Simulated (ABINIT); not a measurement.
# TiTe2 (P-3m1) in ABINIT: a series of runs

The runs below take TiTe2 through single point, with PBE.

All numbers are computed with ABINIT 10.8.3 (patched build); they aren't measurements. Logs are shortened: lines on timing, memory, paths and dates and some standing lists are left out, and cuts for length are marked. The log counts tension as positive stress, the text compression.

## (1) The structure

Symmetry: P-3m1, No. 164, trigonal system. Conventional cell: a = 3.777 Å, b = 3.777 Å, c = 6.498 Å, α = 90.00°, β = 90.00°, γ = 120.00°. Around Te (site symmetry 3m) lie 3 Ti at 2.77 Å. Ti (site symmetry -3m) is surrounded by 6 Te at 2.77 Å.

## (2) Single point, PBE

Contents of run.abi:

```
pp_dirpath "./"
pseudos "Te.upf, Ti.upf"

acell 3*1.0
rprim
     7.1374955727     0.0000000000     0.0000000000
    -3.5687477864     6.1812524854     0.0000000000
     0.0000000000     0.0000000000    12.2794403578
ntypat 2
znucl 52 22
natom 3
typat 1 1 2
xred
     0.3333333333     0.6666666667     0.7372000000
     0.6666666667     0.3333333333     0.2628000000
     0.0000000000     0.0000000000     0.0000000000

ecut 42.0

kptopt 1
ngkpt 8 8 4
nshiftk 1
shiftk 0.0 0.0 0.0

ixc 11

nband 27
occopt 3
tsmear 0.05 eV

nstep 100
tolvrs 1.0e-10

iomode 3
prtwf 0
prteig 0
prtebands 0
enunit 1
prtden 1
prtvha 1
prtvclmb 1
prtpot 1
prtelf 1
```

Potentials or basis: Ansatz NC PBE.

The run is started by

```sh
abinit run.abi > log 2>&1
```

run.abo:

```text
[... set-up lines left out ...]
 ETOT  1  -223.66294172977    -2.237E+02 1.698E+00 8.996E+04
 ETOT  2  -266.36927179404    -4.271E+01 6.246E+00 1.060E+05
 ETOT  3  -272.35989252552    -5.991E+00 3.497E-01 3.883E+04
 ETOT  4  -275.28364953366    -2.924E+00 3.658E-01 1.742E+04
 ETOT  5  -276.00701375026    -7.234E-01 1.622E-01 1.039E+04
 ETOT  6  -276.42900624399    -4.220E-01 9.516E-02 7.057E+03
 ETOT  7  -276.67971510833    -2.507E-01 9.055E-02 6.075E+03
 ETOT  8  -277.00226800658    -3.226E-01 5.060E-02 2.809E+03
 ETOT  9  -277.11000682691    -1.077E-01 4.454E-02 2.211E+03
 ETOT 10  -277.32449582592    -2.145E-01 3.610E-02 3.768E+02
[... 16 lines left out ...]
 ETOT 27  -277.36239100025    -2.602E-10 4.125E-03 2.209E-08
 ETOT 28  -277.36239100035    -1.036E-10 2.205E-03 8.775E-08
 ETOT 29  -277.36239100039    -3.888E-11 4.405E-03 3.688E-08
 ETOT 30  -277.36239100041    -1.648E-11 8.868E-04 3.632E-09
 ETOT 31  -277.36239100042    -6.935E-12 3.442E-03 4.042E-09
 ETOT 32  -277.36239100041     4.036E-12 5.069E-04 2.101E-09
 ETOT 33  -277.36239100041    -2.387E-12 2.922E-03 7.853E-09
 ETOT 34  -277.36239100042    -4.263E-12 3.547E-04 3.009E-09
 ETOT 35  -277.36239100041     8.868E-12 2.424E-03 1.887E-10
 ETOT 36  -277.36239100041    -2.103E-12 2.503E-04 7.007E-13

 At SCF step   36       vres2   =  7.01E-13 < tolvrs=  1.00E-10 =>converged.

 Compute ELF
--------------------------------------------------------------------------------

 Compute kinetic energy density

 Compute gradient of the electron density
 Electron Localization Function (ELF) [min:0;max:1]
)     Maximum=    8.8672E-01  at reduced coord.    0.8667    0.9333    0.9583
)     Minimum=    1.7177E-04  at reduced coord.    0.0000    0.0000    0.0000
   Integrated=    1.8276E+02

--------------------------------------------------------------------------------
 End of ELF section

 Cartesian components of stress tensor (hartree/bohr^3)
  sigma(1 1)= -2.42291740E-05  sigma(3 2)=  0.00000000E+00
  sigma(2 2)= -2.42291742E-05  sigma(3 1)=  0.00000000E+00
  sigma(3 3)= -4.37019550E-05  sigma(2 1)=  1.01418584E-13

--- !ResultsGS
iteration_state: {dtset: 1, }
comment   : Summary of ground state results
lattice_vectors:
- [  7.1374956,   0.0000000,   0.0000000, ]
- [ -3.5687478,   6.1812525,   0.0000000, ]
- [  0.0000000,   0.0000000,  12.2794404, ]
lattice_lengths: [   7.13750,    7.13750,   12.27944, ]
lattice_angles: [ 90.000,  90.000, 120.000, ] # degrees, (23, 13, 12)
lattice_volume:   5.4175248E+02
convergence: {deltae: -2.103E-12, res2:  7.007E-13, residm:  2.503E-04, diffor: null, }
etotal    :  -2.77362391E+02
entropy   :   0.00000000E+00
fermie    :   2.24820959E-01
cartesian_stress_tensor: # hartree/bohr^3
- [ -2.42291740E-05,   1.01418584E-13,   0.00000000E+00, ]
- [  1.01418584E-13,  -2.42291742E-05,   0.00000000E+00, ]
- [  0.00000000E+00,   0.00000000E+00,  -4.37019550E-05, ]
pressure_GPa:   9.0382E-01
xred      :
- [  3.3333E-01,   6.6667E-01,   7.3720E-01, Te]
- [  6.6667E-01,   3.3333E-01,   2.6280E-01, Te]
- [  0.0000E+00,   0.0000E+00,   0.0000E+00, Ti]
cartesian_forces: # hartree/bohr
- [  1.76051636E-28,  -1.16163953E-28,  -2.70005192E-04, ]
- [ -1.25751168E-29,   2.54108648E-28,   2.70005192E-04, ]
- [ -1.63476519E-28,  -1.37944695E-28,  -0.00000000E+00, ]
force_length_stats: {min:   2.13900236E-28, max:   2.70005192E-04, mean:   1.80003461E-04, }
...

 Integrated electronic density in atomic spheres:
 ------------------------------------------------
 Atom  Sphere_radius  Integrated_density
    1        2.00000         11.97202926
    2        2.00000         11.97202926
    3        2.00000          9.48594714
================================================================================

 ----iterations are completed or convergence reached----

 Mean square residual over all n,k,spin=   38.861E-08; max=  25.027E-05
 reduced coordinates (array xred) for    3 atoms
       0.333333333333      0.666666666667      0.737200000000
       0.666666666667      0.333333333333      0.262800000000
       0.000000000000      0.000000000000      0.000000000000
 rms dE/dt=  1.5629E-03; max dE/dt=  3.3155E-03; dE/dt below (all hartree)
    1      -0.000000000000      0.000000000000      0.003315512649
    2      -0.000000000000     -0.000000000000     -0.003315512649
    3       0.000000000000      0.000000000000      0.000000000000

 cartesian coordinates (angstrom) at end:
    1     -0.00000000001764     2.18065196526143     4.79032559674306
    2      1.88849999870695     1.09032598263071     1.70767439883896
    3      0.00000000000000     0.00000000000000     0.00000000000000

 cartesian forces (hartree/bohr) at end:
    1      0.00000000000000    -0.00000000000000    -0.00027000519179
    2     -0.00000000000000     0.00000000000000     0.00027000519179
    3     -0.00000000000000    -0.00000000000000    -0.00000000000000
 frms,max,avg= 1.2728167E-04 2.7000519E-04   0.000E+00  0.000E+00  0.000E+00 h/b

 cartesian forces (eV/Angstrom) at end:
    1      0.00000000000000    -0.00000000000000    -0.01388422520040
    2     -0.00000000000000     0.00000000000000     0.01388422520040
    3     -0.00000000000000    -0.00000000000000    -0.00000000000000
 frms,max,avg= 6.5450865E-03 1.3884225E-02   0.000E+00  0.000E+00  0.000E+00 e/A
 length scales=  1.000000000000  1.000000000000  1.000000000000 bohr
              =  0.529177210544  0.529177210544  0.529177210544 angstroms
 Fermi (or HOMO) energy (eV) =   6.11769   Average Vxc (eV)= -10.39080
 Eigenvalues (   eV  ) for nkpt=  35  k points:
 kpt#   1, nband= 27, wtk=  0.00391, kpt=  0.0000  0.0000  0.0000 (reduced coord)
 -51.35124  -30.38460  -30.38460  -30.38053  -30.38053  -30.36223  -30.36223  -30.36050
 -30.36050  -30.35374  -30.35174  -27.60150  -27.60150  -27.57696   -6.27847   -4.77442
   0.90369    4.45293    4.45293    6.47669    6.52703    6.52703    6.69837    7.19828
   7.19828    9.18947    9.18947
 prteigrs : prtvol=0 or 1, do not print more k-points.

--- !EnergyTerms
iteration_state     : {dtset: 1, }
comment             : Components of total free energy in Hartree
kinetic             :  1.52241511578203E+02
hartree             :  7.14380167634662E+01
xc                  : -6.36098881139698E+01
Ewald energy        : -1.59232670160496E+02
psp_core            :  6.80557914764893E+00
local_psp           : -2.15375095011655E+02
non_local_psp       : -6.96294240154411E+01
internal            : -2.77361969812243E+02
'-kT*entropy'       : -4.21188168565660E-04
total_energy        : -2.77362391000411E+02
total_energy_eV     : -7.54741515162100E+03
band_energy         : -3.12675621586686E+01
...

 Cartesian components of stress tensor (hartree/bohr^3)
  sigma(1 1)= -2.42291740E-05  sigma(3 2)=  0.00000000E+00
  sigma(2 2)= -2.42291742E-05  sigma(3 1)=  0.00000000E+00
  sigma(3 3)= -4.37019550E-05  sigma(2 1)=  1.01418584E-13

-Cartesian components of stress tensor (GPa)         [Pressure=  9.0382E-01 GPa]
- sigma(1 1)= -7.12846910E-01  sigma(3 2)=  0.00000000E+00
- sigma(2 2)= -7.12846915E-01  sigma(3 1)=  0.00000000E+00
- sigma(3 3)= -1.28575591E+00  sigma(2 1)=  2.98383776E-09

== END DATASET(S) ==============================================================
================================================================================

 -outvars: echo values of variables after computation  --------
            acell      1.0000000000E+00  1.0000000000E+00  1.0000000000E+00 Bohr
           etotal     -2.7736239100E+02
            fcart      1.7605163576E-28 -1.1616395348E-28 -2.7000519179E-04
                      -1.2575116840E-29  2.5410864824E-28  2.7000519179E-04
                      -1.6347651892E-28 -1.3794469476E-28 -0.0000000000E+00
            rprim      7.1374955727E+00  0.0000000000E+00  0.0000000000E+00
                      -3.5687477864E+00  6.1812524854E+00  0.0000000000E+00
                       0.0000000000E+00  0.0000000000E+00  1.2279440358E+01
           strten     -2.4229173988E-05 -2.4229174162E-05 -4.3701954999E-05
                       0.0000000000E+00  0.0000000000E+00  1.0141858397E-13
           xangst     -1.7639703369E-11  2.1806519653E+00  4.7903255967E+00
                       1.8884999987E+00  1.0903259826E+00  1.7076743988E+00
                       0.0000000000E+00  0.0000000000E+00  0.0000000000E+00
             xred      3.3333333333E-01  6.6666666667E-01  7.3720000000E-01
                       6.6666666667E-01  3.3333333333E-01  2.6280000000E-01
                       0.0000000000E+00  0.0000000000E+00  0.0000000000E+00
 Calculation completed.
```

Run time: 14 min. Hardware: 1 thread of Arm Neoverse V1, shared host; peak memory 0.18 GiB.

Results:

- Free energy: -7547.4152 eV
- Pressure: 0.9 GPa
- Largest force: 0.014 eV/Å
- Band gap on the k mesh: none (metal or under the smearing width)
- Valence electrons inside the program's atomic spheres: Te 11.97; Ti 9.49

Forces in eV/Å, atoms in the order of the input:
```
Te   0.000  0.000 -0.014
Te   0.000  0.000  0.014
Ti   0.000  0.000  0.000
```

Levels at points of the mesh, in eV from the Fermi level:
| k point | band 19 | band 20 | band 21 | band 22 | band 23 | band 24 | band 25 | band 26 |
| --- | --- | --- | --- | --- | --- | --- | --- | --- |
| (0.00, 0.00, 0.00) | -1.66 | 0.36 | 0.41 | 0.41 | 0.58 | 1.08 | 1.08 | 3.07 |
| (0.50, 0.00, 0.00) | -2.71 | -2.39 | -1.74 | -1.12 | 0.03 | 1.16 | 1.49 | 2.43 |
| (0.00, 0.00, 0.50) | -1.59 | -1.59 | 0.40 | 0.40 | 0.76 | 0.76 | 1.03 | 3.50 |
| (0.50, 0.00, 0.50) | -2.40 | -2.01 | -0.97 | -0.60 | -0.26 | 1.16 | 1.47 | 2.63 |

Caveat: this functional lacks dispersion, which binds the layers, so the pressure and a relaxed spacing across them are unreliable. The run has no spin-orbit coupling, so splittings on Te are missing.

## (3) Single point, PBE

Changes to run.abi since step 2:

```diff
@@ -1,3 +1,3 @@
 pp_dirpath "./"
-pseudos "Te.upf, Ti.upf"
+pseudos "52_Te_16_2.3_2.3_pbe_n_v1.0.psp8, 22_Ti_12_2.0_2.8_pbe_n_v1.0.psp8"
 
@@ -17,3 +17,3 @@
 
-ecut 42.0
+ecut 30.0
```

Potentials or basis: SPMS NC PBE v1.0.

The run is started by

```sh
abinit run.abi > log 2>&1
```

It took 2.9 min on 1 thread of Arm Neoverse V1, shared host; peak memory 0.12 GiB.

It converged, with:

* Free energy: -7009.9386 eV
* Pressure: 1.0 GPa
* Largest force: 0.020 eV/Å
* Band gap on the k mesh: none (metal or under the smearing width)
* Valence electrons inside the program's atomic spheres: Te 11.98; Ti 9.48

Forces in eV/Å, atoms in the order of the input:
```
Te   0.000  0.000 -0.020
Te   0.000  0.000  0.020
Ti   0.000  0.000  0.000
```

Stress tensor (GPa, compression positive):
```
0.82 0.00 0.00
0.00 0.82 0.00
0.00 0.00 1.28
```

Levels at points of the mesh, in eV from the Fermi level:
```csv
k point,band 19,band 20,band 21,band 22,band 23,band 24,band 25,band 26
"(0.00, 0.00, 0.00)",-1.67,0.36,0.41,0.41,0.58,1.07,1.07,3.06
"(0.50, 0.00, 0.00)",-2.70,-2.38,-1.74,-1.13,0.03,1.15,1.48,2.43
"(0.00, 0.00, 0.50)",-1.60,-1.60,0.40,0.40,0.76,0.76,1.03,3.50
"(0.50, 0.00, 0.50)",-2.40,-2.01,-0.96,-0.60,-0.26,1.15,1.46,2.62
```

Caveat: this functional lacks dispersion, which binds the layers, so the pressure and a relaxed spacing across them are unreliable. Spin-orbit coupling is left out, which matters for the levels of Te.

## (4) Single point, PBE

Changes to run.abi since step 3:

```diff
@@ -1,3 +1,3 @@
 pp_dirpath "./"
-pseudos "52_Te_16_2.3_2.3_pbe_n_v1.0.psp8, 22_Ti_12_2.0_2.8_pbe_n_v1.0.psp8"
+pseudos "Te.GGA_PBE-JTH.xml, Ti.GGA_PBE-JTH.xml"
 
@@ -17,3 +17,5 @@
 
-ecut 30.0
+ecut 15.0
+pawecutdg 30.0
+pawxcdev 0
 
@@ -26,3 +28,3 @@
 
-nband 27
+nband 16
 occopt 3
@@ -31,3 +33,3 @@
 nstep 100
-tolvrs 1.0e-10
+tolvrs 1.0e-9
 
@@ -42,2 +44 @@
 prtpot 1
-prtelf 1
```

Potentials or basis: JTH PAW PBE v2.0.

The run is started by

```sh
abinit run.abi > log 2>&1
```

It took 36 s on 1 thread of Arm Neoverse V1, shared host; peak memory 0.13 GiB.

It converged, with:

| Item | Value |
| --- | --- |
| Free energy | -2050.8995 eV |
| Pressure | 1.1 GPa |
| Largest force | 0.032 eV/Å |
| Band gap on the k mesh | none (metal or under the smearing width) |
| Valence electrons inside the program's atomic spheres | Te 3.15; Ti 10.09 |

Forces in eV/Å, atoms in the order of the input:
```
Te   0.000  0.000 -0.032
Te   0.000  0.000  0.032
Ti   0.000  0.000  0.000
```

Stress tensor (GPa, compression positive):
```
0.91 0.00 0.00
0.00 0.91 0.00
0.00 0.00 1.41
```

Levels at points of the mesh, in eV from the Fermi level:
```tsv
k point	band 8	band 9	band 10	band 11	band 12	band 13	band 14	band 15	band 16
(0.00, 0.00, 0.00)	-1.67	-1.67	0.37	0.41	0.41	0.57	1.07	1.07	3.05
(0.50, 0.00, 0.00)	-3.68	-2.72	-2.41	-1.75	-1.12	0.03	1.17	1.50	2.42
(0.00, 0.00, 0.50)	-2.65	-1.61	-1.61	0.40	0.40	0.76	0.76	1.04	3.50
(0.50, 0.00, 0.50)	-4.54	-2.41	-2.02	-0.98	-0.60	-0.26	1.17	1.48	2.61
```

Caveat: this functional lacks dispersion, which binds the layers, so the pressure and a relaxed spacing across them are unreliable.

## (5) Overview

| potentials or basis | cutoff (eV) | fine-grid cutoff | gap on the mesh (eV) | pressure (GPa) | largest force (eV/Å) |
| --- | --- | --- | --- | --- | --- |
| Ansatz NC PBE | 1143 | - | none | 0.9 | 0.01 |
| SPMS NC PBE v1.0 | 816 | - | none | 1.0 | 0.02 |
| JTH PAW PBE v2.0 | 408 | 816.342 eV | none | 1.1 | 0.03 |

Alike in all rows: task single point; level PBE; no spin polarisation; cell as given; k mesh 8 × 8 × 4; smearing fermi-dirac 0.05 eV.

Caveats: this functional lacks dispersion, which binds the layers, so the pressure and a relaxed spacing across them are unreliable.

Absolute energies hang on the potentials; compare differences alone.
